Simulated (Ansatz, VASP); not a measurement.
Si: VASP beside Ansatz

```
Si
1.0
     0.00000    2.71850    2.71850
     2.71850    0.00000    2.71850
     2.71850    2.71850    0.00000
Si
2
Direct
  0.50000 0.50000 0.50000
  0.75000 0.75000 0.75000
```

Alike in both runs: task single point; functional LDA; k mesh 6 × 6 × 6; occupations gaussian, width 0.1 eV; no spin polarisation.

|  | VASP | Ansatz |
| --- | --- | --- |
| version | VASP 6.6.1 | Ansatz 0.2.0 |
| potentials or method | VASP PAW LDA potentials, release 64 (Si) | scalar-relativistic, plane waves, PAW |
| plane-wave cutoff (eV) | 520 | 420 |
| valence electrons in the cell | 8 | 8 |

|  | VASP | Ansatz | Ansatz less VASP |
| --- | --- | --- | --- |
| gap on the k mesh at the Fermi level (eV) | 0.60 | 0.61 | +0.003 |
| least direct gap on the mesh (eV) | 2.52 | 2.52 | +0.002 |
| pressure (GPa) | -1.7 | -1.7 | -0.05 |

Ansatz warned: «pseudo_functional_mismatch».

A hybrid or GW would open this gap; LDA tends to underestimate it. A k mesh can miss the band edges.
